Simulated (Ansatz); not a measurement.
A series in volume scale on VN

All results are calculated (Ansatz 0.2.0). Periodic Kohn-Sham DFT of a crystal at fixed atoms, scaled to volume_scale times the given cell; pressure positive in compression, energy less spherical unpolarised free atoms, largest_vzz the field gradient of largest size among the nuclei.

The cell before it is scaled or strained (space group Fm-3m, No. 225):
```
cell vectors (Å)
   0.0000     2.0640     2.0640
   2.0640     0.0000     2.0640
   2.0640     2.0640     0.0000
atoms (fractions of the cell vectors)
V   0.00000  0.00000  0.00000
N   0.50000  0.50000  0.50000
```

Settings of every row: method frozen-core PAW; functional PBEsol; relativity scalar; k mesh 14x14x14; filling fermi-dirac; smearing width 0.08 eV; wave cutoff 420 eV; paw set soft_2.

Atom:
```csv
element,start moment (bohr magneton)
V,1.5
N,0
```

Limits: PAW files made with PBE.

```csv
row,volume scale,V (Å³/atom),pressure (GPa)
1,0.94,8.265,8.032
2,0.9405,8.27,7.832
3,0.96,8.441,?
4,0.97,8.529,-3.054
5,0.98,8.617,-6.356
6,0.99,8.705,-9.48
7,1,8.793,-12.439
8,1.01,8.881,-15.235
9,1.02,8.969,-17.879
10,1.03,9.057,-20.381
11,1.04,9.145,-22.747
```

Cell moment is 0 bohr magneton in every row.

Question: what pressure should row 3 give?

Worked fit of pressure. Take u = (V_r/V)^(2/3) − 1 with V_r = 8.749 Å³ an atom, which is twice the finite (Eulerian) strain; such expansions in the strain, on which the Birch-Murnaghan equation of state is built, carry the rest volume and the bulk modulus. The shown rows have u = 0.03867, 0.03825, 0.01712, 0.01019, 0.00337, -0.00334, -0.00993, -0.01642, -0.0228, -0.02908. Least squares give pressure = −10.9843 + 441.82 × u + 1298.02 × u² GPa; a straight line predicts inner rows, each left out in turn, worse (root mean square 0.65 against 0.015 GPa). The rows lie off it by -0.010, 0.018, -0.014, -0.009, 0.001, 0.006, 0.009, 0.010, 0.002, -0.012 (root mean square 0.01 GPa). The pressure vanishes at u = 0.0233, or V = 8.452 Å³ an atom, and there the bulk modulus at fixed shape and fractions is B = −V dP/dV = (2/3)(1 + u) dP/du = 343 GPa. The withheld row has u = 0.02418, so the fit gives −10.9843 + 441.82 × (0.02418) + 1298.02 × (0.02418)² = 0.458 GPa.

The calculation gave 0.437 GPa. The fit lies 0.021 GPa (4.8 % of the value, 0.068 % of the column's range) above it; its largest miss of a shown row is 0.018 GPa.
